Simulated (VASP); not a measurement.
# SiC (Moissanite 6H) (P6_3mc) in VASP: settings compared

One crystal, SiC (Moissanite 6H), is run at these levels: LDA, r2SCAN; tasks: band structure.

Everything below comes from runs of VASP 6.6.1. Logs are shortened: lines on timing, memory, paths and dates and some standing lists are left out, and cuts for length are marked.

### 1 The crystal as given

Symmetry: P6_3mc, No. 186, hexagonal system. The conventional cell has a = 3.080 Å, b = 3.080 Å, c = 15.112 Å, α = 90.00°, β = 90.00°, γ = 120.00°. Si (site symmetry 3m) has 4 C at 1.89 Å as nearest neighbours. Around Si (site symmetry 3m) lie 4 C at 1.89 Å. Around Si (site symmetry 3m) lie 4 C at 1.88 to 1.89 Å. C (site symmetry 3m) has 4 Si at 1.88 to 1.89 Å as nearest neighbours. C (site symmetry 3m) is surrounded by 4 Si at 1.89 Å. C (site symmetry 3m) is surrounded by 4 Si at 1.89 Å.

### 2 Band structure, LDA

INCAR reads:

```
PREC = Accurate
ENCUT = 520
EDIFF = 1E-6
ISMEAR = 0
SIGMA = 0.03
LREAL = False
LASPH = True
NELM = 80
ALGO = Fast
ISIF = 2
LWAVE = False
LCHARG = False
GGA = CA
NBANDS = 36
KPAR = 4
```

KPOINTS reads:

```
Automatic mesh
0
Gamma
  12 12 2
```

POSCAR reads:

```
SiC                                     
1.0
    3.0798348513      0.0000000000      0.0000000000
   -1.5399174256      2.6672152207      0.0000000000
    0.0000000000      0.0000000000     15.1116731378
  Si              C             
     6     6
Direct
     0.0000000000000000    0.0000000000000000    0.1250363669735108
     0.0000000000000000    0.0000000000000000    0.6250363669735108
     0.3333333332999970    0.6666666667000030    0.2918190986567595
     0.6666666667000030    0.3333333332999970    0.7918190986567595
     0.3333333332999970    0.6666666667000030    0.9583117383177111
     0.6666666667000030    0.3333333332999970    0.4583117383177111
     0.0000000000000000    0.0000000000000000    0.9996886893862467
     0.0000000000000000    0.0000000000000000    0.4996886893862467
     0.3333333332999970    0.6666666667000030    0.1668269791811028
     0.6666666667000030    0.3333333332999970    0.6668269791811028
     0.3333333332999970    0.6666666667000030    0.8333171274846762
     0.6666666667000030    0.3333333332999970    0.3333171274846762
```

KPOINTS_OPT reads:

```
explicit points
168
Reciprocal
 0.0000000000  0.0000000000  0.0000000000 1
 0.0555555556  0.0000000000  0.0000000000 1
 0.1111111111  0.0000000000  0.0000000000 1
 0.1666666667  0.0000000000  0.0000000000 1
 0.2222222222  0.0000000000  0.0000000000 1
 0.2777777778  0.0000000000  0.0000000000 1
[... 160 lines left out ...]
 0.5000000000  0.0000000000  0.0845033200 1
 0.5000000000  0.0000000000 -0.0845033200 1
```

Potentials or basis: VASP PAW LDA potentials, release 64 (Si, C).

On the command line:

```sh
> cat potpaw_LDA.64/Si/POTCAR potpaw_LDA.64/C/POTCAR > POTCAR
> mpirun -np 4 vasp_std > vasp.out
```

OUTCAR:

```text
PREC = Accurate
   ENCUT = 520
   EDIFF = 1E-6
   ISMEAR = 0
   LREAL = False
   LASPH = True
   NELM = 80
   ISIF = 2
   GGA = CA

 ion  position               nearest neighbor table
   1  0.000  0.000  0.125-   9 1.89   9 1.89   9 1.89   7 1.89   5 3.08   5 3.08   5 3.08   3 3.08
                             3 3.08   3 3.08
   2  0.000  0.000  0.625-  10 1.89  10 1.89  10 1.89   8 1.89   6 3.08   6 3.08   6 3.08   4 3.08
                             4 3.08   4 3.08
   3  0.333  0.667  0.292-  12 1.89  12 1.89  12 1.89   9 1.89   6 3.08   6 3.08   6 3.08   1 3.08
                             1 3.08   1 3.08
   4  0.667  0.333  0.792-  11 1.89  11 1.89  11 1.89  10 1.89   5 3.08   5 3.08   5 3.08   2 3.08
                             2 3.08   2 3.08
   5  0.333  0.667  0.958-   7 1.88   7 1.88   7 1.88  11 1.89   4 3.08   4 3.08   4 3.08   1 3.08
                             1 3.08   1 3.08
   6  0.667  0.333  0.458-   8 1.88   8 1.88   8 1.88  12 1.89   3 3.08   3 3.08   3 3.08   2 3.08
                             2 3.08   2 3.08
   7  0.000  0.000  1.000-   5 1.88   5 1.88   5 1.88   1 1.89
   8  0.000  0.000  0.500-   6 1.88   6 1.88   6 1.88   2 1.89
   9  0.333  0.667  0.167-   1 1.89   1 1.89   1 1.89   3 1.89
  10  0.667  0.333  0.667-   2 1.89   2 1.89   2 1.89   4 1.89
  11  0.333  0.667  0.833-   4 1.89   4 1.89   4 1.89   5 1.89
  12  0.667  0.333  0.333-   3 1.89   3 1.89   3 1.89   6 1.89

  LATTYP: Found a hexagonal cell.
 ALAT       =     3.0798348513
 C/A-ratio  =     4.9066504756

  Lattice vectors:

 A1 = (   3.0798348513,   0.0000000000,   0.0000000000)
 A2 = (  -1.5399174256,   2.6672152207,   0.0000000000)
 A3 = (   0.0000000000,   0.0000000000,  15.1116731378)

Analysis of symmetry for initial positions (statically):
=====================================================================
 Subroutine PRICEL returns:
 Original cell was already a primitive cell.

 Routine SETGRP: Setting up the symmetry group for a
 hexagonal supercell.

 Subroutine GETGRP returns: Found 12 space group operations
 (whereof  6 operations were pure point group operations)
 out of a pool of 24 trial point group operations.

The static configuration has the point symmetry C_3v.
 The point group associated with its full space group is C_6v.

Analysis of symmetry for dynamics (positions and initial velocities):
=====================================================================
 Subroutine PRICEL returns:
 Original cell was already a primitive cell.

 Routine SETGRP: Setting up the symmetry group for a
 hexagonal supercell.

 Subroutine GETGRP returns: Found 12 space group operations
 (whereof  6 operations were pure point group operations)
 out of a pool of 24 trial point group operations.

The dynamic configuration has the point symmetry C_3v.
 The point group associated with its full space group is C_6v.

 Subroutine INISYM returns: Found 12 space group operations
 (whereof  6 operations are pure point group operations),
 and found     1 'primitive' translations

----------------------------------------------------------------------------------------

                                     Primitive cell

  volume of cell :     124.1361

  direct lattice vectors                    reciprocal lattice vectors
     3.079834851  0.000000000  0.000000000     0.324692735  0.187461438  0.000000000
    -1.539917426  2.667215221  0.000000000     0.000000000  0.374922875  0.000000000
     0.000000000  0.000000000 15.111673138     0.000000000  0.000000000  0.066174009

  length of vectors
     3.079834851  3.079834851 15.111673138     0.374922875  0.374922875  0.066174009

  position of ions in fractional coordinates (direct lattice)
     0.000000000  0.000000000  0.125036367
     0.000000000  0.000000000  0.625036367
     0.333333333  0.666666667  0.291819099
     0.666666667  0.333333333  0.791819099
     0.333333333  0.666666667  0.958311738
     0.666666667  0.333333333  0.458311738
     0.000000000  0.000000000  0.999688689
     0.000000000  0.000000000  0.499688689
     0.333333333  0.666666667  0.166826979
     0.666666667  0.333333333  0.666826979
     0.333333333  0.666666667  0.833317127
     0.666666667  0.333333333  0.333317127

  ion indices of the primitive-cell ions
   primitive index   ion index
                 1           1
                 2           2
                 3           3
                 4           4
                 5           5
                 6           6
                 7           7
                 8           8
                 9           9
                10          10
                11          11
                12          12

----------------------------------------------------------------------------------------

 KPOINTS: Automatic mesh

Automatic generation of k-mesh.
 Grid dimensions read from file:
 generate k-points for:   12   12    2

 Generating k-lattice:

  Cartesian coordinates                     Fractional coordinates (reciprocal lattice)
     0.027057728  0.015621786  0.000000000     0.083333333  0.000000000  0.000000000
     0.000000000  0.031243573  0.000000000     0.000000000  0.083333333  0.000000000
     0.000000000  0.000000000  0.033087005     0.000000000  0.000000000  0.500000000

  Length of vectors
     0.031243573  0.031243573  0.033087005

  Shift w.r.t. Gamma in fractional coordinates (k-lattice)
     0.000000000  0.000000000  0.000000000

 Subroutine IBZKPT returns following result:
 ===========================================

 Found     38 irreducible k-points:

 Following reciprocal coordinates:
            Coordinates               Weight
  0.000000  0.000000  0.000000      1.000000
  0.083333  0.000000  0.000000      6.000000
  0.166667  0.000000  0.000000      6.000000
  0.250000  0.000000  0.000000      6.000000
  0.333333  0.000000  0.000000      6.000000
  0.416667  0.000000  0.000000      6.000000
[... 16 lines left out ...]
  0.250000  0.000000  0.500000      6.000000
  0.333333  0.000000  0.500000      6.000000
 [... further k-points ...]
   k-points           NKPTS =     38   k-points in BZ     NKDIM =     38   number of bands    NBANDS=     36
   number of dos      NEDOS =    301   number of ions     NIONS =     12
   total plane-waves  NPLWV =  64512
   dimension x,y,z NGX =    24 NGY =   24 NGZ =  112
   dimension x,y,z NGXF=    48 NGYF=   48 NGZF=  224
   ions per type =               6   6
   NGX,Y,Z   is equivalent  to a cutoff of  12.95, 12.95, 12.32 a.u.
   NGXF,Y,Z  is equivalent  to a cutoff of  25.91, 25.91, 24.64 a.u.
 SYSTEM =  unknown system
   PREC   = accura    normal or accurate (medium, high low for compatibility)
   ISTART =      0    job   : 0-new  1-cont  2-samecut
   ICHARG =      2    charge: 1-file 2-atom 10-const
   ISPIN  =      1    spin polarized calculation?
   LNONCOLLINEAR =      F non collinear calculations
   LSORBIT =      F    spin-orbit coupling
   LASPH  =      T    aspherical Exc in radial PAW
   ENCUT  =  520.0 eV  38.22 Ry    6.18 a.u.   5.73  5.73 28.10*2*pi/ulx,y,z
   NELM   =     80;   NELMIN=  2; NELMDL= -5     # of ELM steps
   EDIFF  = 0.1E-05   stopping-criterion for ELM
   LREAL  =      F    real-space projection
   EDIFFG = 0.1E-04   stopping-criterion for IOM
   NSW    =      0    number of steps for IOM
   IBRION =     -1    ionic relax: 0-MD 1-quasi-New 2-CG
   NFREE  =      0    steps in history (QN), initial steepest desc. (CG)
   ISIF   =      2    stress and relaxation
   ISYM   =      2    0-nonsym 1-usesym 2-fastsym
   POTIM  = 0.5000    time-step for ionic-motion
   TEBEG  =    0.0;   TEEND  =   0.0 temperature during run
   PSTRESS=    0.0 pullay stress
   NELECT =      48.0000    total number of electrons
   NUPDOWN=      -1.0000    fix difference up-down
   EMIN   =  10.00;   EMAX   =-10.00  energy-range for DOS
   EFERMI =   0.00;   METHOD = LEGACY
   ISMEAR =     0;   SIGMA  =   0.03  broadening in eV -4-tet -1-fermi 0-gaus
   EFERMI_NEDOS =   21; number of points for ismear=-14 and -15
   IALGO  =     68    algorithm
   IMIX   =      4    mixing-type and parameters
     AMIX     =   0.40;   BMIX     =  1.00
     AMIX_MAG =   1.60;   BMIX_MAG =  1.00
  volume/ion in A,a.u.               =      10.34        69.81
  Fermi-wavevector in a.u.,A,eV,Ry     =   1.192676  2.253831 19.353969  1.422477
  Thomas-Fermi vector in A             =   2.328709
   LORBIT       =      0    0 simple, 1 ext, 2 COOP (PROOUT), +10 PAW based schemes
   GGA     = CA    functional components
   LHFCALC =     F    Hartree Fock is set to
   AEXX    =    0.0000 exact exchange contribution
   IVDW    =     0    specifies the selected vdW correction
   LEPSILON=     F    determine dielectric tensor
   LRPA    =     F    only Hartree local field effects (RPA)
 non-spin polarized calculation
 RMM-DIIS sequential band-by-band and
 Gauss-broadening in eV      SIGMA  =   0.03
  energy-cutoff  :      520.00
  volume of cell :      124.14
 maximum number of plane-waves:      3364
 NGX is ok and might be reduce to    24
   NGX = 11   NGY = 11   NGZ = 57

 number of electron      47.9999999 magnetization

 Free energy of the ion-electron system (eV)
  ---------------------------------------------------
  ext. energy  EPLUGINS =         0.00000000
  ---------------------------------------------------
  free energy    TOTEN  =       -99.84146972 eV

  energy without entropy =      -99.84146972  energy(sigma->0) =      -99.84146972

 E-fermi :   8.2499     XC(G=0): -11.5551

 val. band max:        8.1075592791   @ k =   0.0000   0.0000   0.0000
 cond. band min:      10.0780927177   @ k =   0.5000   0.0000   0.0000
 fundamental gap:      1.9705334386
 Fermi energy:         8.2498960547

 k-point     1 :       0.0000    0.0000    0.0000
  band No.  band energies     occupation
      1      -7.2606      2.00000
      2      -6.7365      2.00000
      3      -6.7022      2.00000
      4      -5.1952      2.00000
      5      -5.1681      2.00000
      6      -3.6419      2.00000
[... 28 lines left out ...]
     35      15.4283      0.00000
     36      16.1367      0.00000
[... 866 lines left out ...]
      6      -2.6948      2.00000
[... 28 lines left out ...]
     35      15.9558      0.00000
     36      16.4501      0.00000

 [... further k-points ...]
[... 5 lines left out ...]
  --------------------------------------------------------------------------------------
  -------------------------------------------------------------------------------------
  Total       -3.1472023     -3.1472023     -3.1075308     -0.0000000      0.0000000      0.0000000
  in kB      -40.6197454    -40.6197454    -40.1077209     -0.0000000      0.0000000      0.0000000
  external PRESSURE =     -40.4490706 kB  Pullay stress =       0.0000000 kB

 VOLUME and BASIS-vectors are now :
 -----------------------------------------------------------------------------
  energy-cutoff  :      520.00
  volume of cell :      124.14
      direct lattice vectors                 reciprocal lattice vectors
     3.079834851  0.000000000  0.000000000     0.324692735  0.187461438  0.000000000
    -1.539917426  2.667215221  0.000000000     0.000000000  0.374922875  0.000000000
     0.000000000  0.000000000 15.111673138     0.000000000  0.000000000  0.066174009

 POSITION                                       TOTAL-FORCE (eV/Angst)
 -----------------------------------------------------------------------------------
      0.00000      0.00000      1.88951        -0.000000      0.000000      0.009256
      0.00000      0.00000      9.44535        -0.000000     -0.000000      0.009256
     -0.00000      1.77814      4.40987         0.000000      0.000000     -0.001681
      1.53992      0.88907     11.96571        -0.000000     -0.000000     -0.001681
     -0.00000      1.77814     14.48169        -0.000000      0.000000     -0.004662
      1.53992      0.88907      6.92586        -0.000000      0.000000     -0.004662
      0.00000      0.00000     15.10697         0.000000      0.000000     -0.004241
      0.00000      0.00000      7.55113         0.000000      0.000000     -0.004241
     -0.00000      1.77814      2.52103        -0.000000      0.000000     -0.000372
      1.53992      0.88907     10.07687         0.000000     -0.000000     -0.000372
     -0.00000      1.77814     12.59282         0.000000      0.000000      0.001700
      1.53992      0.88907      5.03698        -0.000000      0.000000      0.001700
 -----------------------------------------------------------------------------------
    total drift:                               -0.000000     -0.000000      0.000302

  FREE ENERGIE OF THE ION-ELECTRON SYSTEM (eV)
  ---------------------------------------------------
  free  energy   TOTEN  =       -99.8414697164 eV

  energy  without entropy=      -99.8414697164  energy(sigma->0) =      -99.84146972
```

Wall time 4.9 min (4 MPI ranks of Intel Xeon Platinum 8375C at 2.90GHz (Ice Lake), shared host); peak memory 0.35 GiB.

What came out:

* Free energy: -99.8415 eV
* Pressure: -4.0 GPa
* Largest force: 0.009 eV/Å
* Band gap on the k mesh: 1.97 eV, indirect (least direct gap 3.07 eV)
* Band gap along the path: 1.96 eV, indirect (least direct gap 3.07 eV)

Forces on the atoms (eV/Å):
```
Si   0.000  0.000  0.009
Si   0.000  0.000  0.009
Si   0.000  0.000 -0.002
Si   0.000  0.000 -0.002
Si   0.000  0.000 -0.005
Si   0.000  0.000 -0.005
C    0.000  0.000 -0.004
C    0.000  0.000 -0.004
C    0.000  0.000  0.000
C    0.000  0.000  0.000
C    0.000  0.000  0.002
C    0.000  0.000  0.002
```

Levels at the corners of the path, in eV from the valence-band top:
```csv
point,band 20,band 21,band 22,band 23,band 24,band 25,band 26,band 27,band 28,band 29
Γ,-0.30,-0.30,-0.04,0.00,0.00,5.14,5.30,5.72,6.23,6.35
M,-2.26,-1.82,-1.79,-1.67,-1.10,1.97,2.15,3.13,3.82,4.49
M,-2.26,-1.82,-1.79,-1.67,-1.10,1.97,2.15,3.13,3.82,4.49
K,-3.37,-3.17,-2.22,-2.07,-2.07,3.39,3.39,3.69,4.99,6.11
K,-3.37,-3.17,-2.22,-2.07,-2.07,3.39,3.39,3.69,4.99,6.11
Γ,-0.30,-0.30,-0.04,0.00,0.00,5.14,5.30,5.72,6.23,6.35
Γ,-0.30,-0.30,-0.04,0.00,0.00,5.14,5.30,5.72,6.23,6.35
A,-0.64,-0.10,-0.10,-0.10,-0.10,5.20,5.20,5.95,5.95,6.68
A,-0.64,-0.10,-0.10,-0.10,-0.10,5.20,5.20,5.95,5.95,6.68
L,-2.36,-1.72,-1.72,-1.31,-1.31,2.01,2.01,3.35,3.35,4.73
L,-2.36,-1.72,-1.72,-1.31,-1.31,2.01,2.01,3.35,3.35,4.73
H,-3.06,-2.65,-2.65,-2.27,-2.27,3.57,3.57,4.27,4.27,5.40
H,-3.06,-2.65,-2.65,-2.27,-2.27,3.57,3.57,4.27,4.27,5.40
A,-0.64,-0.10,-0.10,-0.10,-0.10,5.20,5.20,5.95,5.95,6.68
L,-2.36,-1.72,-1.72,-1.31,-1.31,2.01,2.01,3.35,3.35,4.73
M,-2.26,-1.82,-1.79,-1.67,-1.10,1.97,2.15,3.13,3.82,4.49
K,-3.37,-3.17,-2.22,-2.07,-2.07,3.39,3.39,3.69,4.99,6.11
H,-3.06,-2.65,-2.65,-2.27,-2.27,3.57,3.57,4.27,4.27,5.40
```

A hybrid or GW would open this gap; LDA tends to underestimate it.

(Continued in part 2 of 2.)
